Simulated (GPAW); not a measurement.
Runs of GPAW 26.7.0 on BaTiO3 (Barioperovskite). Symmetry: Amm2, No. 38, orthorhombic system. Conventional cell: a = 3.959 Å, b = 5.636 Å, c = 5.652 Å, α = 90.00°, β = 90.00°, γ = 90.00°. Around Ba (site symmetry mm2) lie 12 O at 2.75 to 2.90 Å. Ti (site symmetry mm2) has 6 O at 1.91 to 2.08 Å as nearest neighbours. O (site symmetry m) has 2 Ti at 1.91 to 2.08 Å as nearest neighbours. O (site symmetry mm2) has 2 Ti at 1.98 Å as nearest neighbours. 

| task | level | potentials or basis | cell | k mesh | cutoff (eV) | smearing | response ecut | response k mesh | response bands | kernels | coarser k mesh | gap on the mesh (eV) | pressure (GPa) | largest force (eV/Å) |
| --- | --- | --- | --- | --- | --- | --- | --- | --- | --- | --- | --- | --- | --- | --- |
| dielectric tensor | PBE | GPAW PAW data sets (gpaw-data 1.2.1), pw | Amm2, 12.61 Å³/atom | 6 × 6 × 6 | 600 | fermi-dirac 0.001 eV | 80 eV | 7 × 7 × 7 | 60 | ["RPA"] | 7 × 7 × 7 | 1.93 | - | - |
| dielectric tensor | PBE | GPAW PAW data sets (gpaw-data 1.2.1), pw | Amm2, 13.38 Å³/atom | 6 × 6 × 6 | 600 | fermi-dirac 0.001 eV | 80 eV | 7 × 7 × 7 | 60 | ["RPA"] | 7 × 7 × 7 | (a) | - | - |
| band structure | PBE | GPAW PAW data sets (gpaw-data 1.2.1), pw | Amm2, 12.87 Å³/atom | 5 × 5 × 5 | 800 | fermi-dirac 0.05 eV | - | - | - | - | - | 2.02 | (b) | 0.25 |
| band structure | LDA | the program's PAW data sets (release 1.2.1) made for this functional, pw | Amm2, 12.87 Å³/atom | 5 × 5 × 5 | 800 | fermi-dirac 0.05 eV | - | - | - | - | - | 1.93 | -7.3 | 0.31 |

Alike in all rows: no spin polarisation.

Task: Fill in the values left out.

Result: (a) 1.81; (b) 3.6.

Caveats: spin-orbit coupling is left out, which moves the levels of the heavy elements; the long-wavelength limit can be off by several per cent where d states take part (some runs); an odd mesh through Γ misses points on the zone boundary, where band edges often lie (some runs); the mesh misses the band edges, which the band path finds closer together (some runs).

A k mesh can miss the band edges, and the runs leave out spin-orbit coupling on Ba.
